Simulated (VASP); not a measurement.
# SnO2 under changes of volume

One of the cells (11.101 Å³/atom); the others are scaled copies at fixed shape and fractional positions:

```
CELL_PARAMETERS angstrom
5.10712 0.00000 0.00000
0.00000 5.10712 0.00000
0.00000 0.00000 5.10712
ATOMIC_POSITIONS crystal
Sn 0.00000 0.00000 0.00000
Sn 0.50000 0.00000 0.50000
Sn 0.50000 0.50000 0.00000
Sn 0.00000 0.50000 0.50000
O 0.66054 0.83946 0.16054
O 0.83946 0.16054 0.66054
O 0.16054 0.66054 0.83946
O 0.33946 0.33946 0.33946
O 0.66054 0.66054 0.66054
O 0.83946 0.33946 0.16054
O 0.16054 0.83946 0.33946
O 0.33946 0.16054 0.83946
```

Measurements of this composition are mostly on another form, of space group No. 136.

```yaml
Program: VASP 6.6.1
Functional: r2SCAN
Potentials_or_basis: VASP PAW PBE potentials, release 64 (Sn_d, O)
Cutoff: 520 eV
k_mesh: 4 × 4 × 4
Occupations: gaussian, width 0.02 eV
Spin: no spin polarisation
```

```tsv
volume (Å³/atom)	energy over the lowest point (meV/atom)	pressure (GPa)	gap on the mesh (eV)	largest force (eV/Å)
10.657	15.61	10.8	2.10	0.060
10.879	4.12	5.2	1.85	0.034
11.101	0.00	0.3	1.60	0.011
11.323	?	?	?	?
11.545	10.42	-8.1	1.15	0.030
```

Problem. What does the run at 11.323 Å³/atom give?

Solution. Energy over the lowest point 2.30 meV/atom; pressure -4.1 GPa; gap on the mesh 1.37 eV; largest force 0.010 eV/Å.

Worked out: A Birch-Murnaghan fit of order 2 (a polynomial in V^(-2/3)) to the other rows has its minimum at 11.13 Å³/atom with B0 = V·E''(V) = 232 GPa at fixed shape and positions, which overstates the stiffness. It gives 2.25 meV/atom at 11.323 Å³/atom, against the run's 2.30, and -dE/dV = -3.8 GPa, against -4.1. A straight line through the other rows of the gap, of slope -11.9 eV per unit of ln V, gives 1.38 eV, against the run's 1.37.

Energies are extrapolated to zero smearing.

Caveats: the PAW data sets were made with another functional, which shifts forces and pressure a little; spin-orbit coupling is left out, which moves the levels of the heavy elements.

A mesh can miss the band edges.
